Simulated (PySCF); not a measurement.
## C4H9N: core ionisation energies

Compound: pyrrolidine, C4H9N.
Geometry (GFN2-xTB, Å), atoms numbered from 1 in this order:
```xyz
14
C4H9N angstrom
C     -0.218   -1.152    0.128
C      1.114   -0.382    0.072
C      0.684    1.102    0.036
N     -0.674    1.129   -0.482
C     -1.291   -0.041    0.121
H     -0.331   -1.794   -0.746
H     -0.297   -1.775    1.017
H      1.672   -0.638   -0.828
H      1.747   -0.590    0.933
H      0.655    1.507    1.051
H      1.345    1.725   -0.567
H     -0.649    1.011   -1.492
H     -2.198   -0.324   -0.413
H     -1.560    0.224    1.147
```

Method used: PySCF, delta-SCF UKS SCAN, pcX-2 on the ionised atom, pcseg-1 elsewhere, spin-free X2C. Vertical ΔSCF values, vacuum level as zero.

**Question.** List the computed XPS lines with their assignment.

**Answer.** 
```csv
atom(s),environment,level,binding energy (eV),above the level's lowest (eV),count
C1/C2,ring CH2 carbon,C 1s,290.34,0.00,2
C3/C5,sp3 carbon bound to nitrogen,C 1s,291.08,+0.74,2
N4,secondary amine nitrogen,N 1s,404.57,0.00,1
```

Lowest listed C 1s: C1/C2, bonded to 2 C and 2 H. Highest, 0.74 eV above it: C3/C5, bonded to N, C and 2 H.

**Question.** Which photon energy gives electrons from C 1s of C1/C2 a kinetic energy of 150 eV, and what is their de Broglie wavelength?

**Answer.** hν = 290.34 + 150 = 440.34 eV, recoil neglected; λ = 12.264 Å/√(E/eV) = 1.00 Å.

The first atom of each set that the bonding makes equivalent was ionised and stands for the set. Isolated species at its GFN2-xTB geometry (one conformer only).

Hardware: an Arm Neoverse V1 with one thread, no GPU, on a shared host. Cost: 25 s.
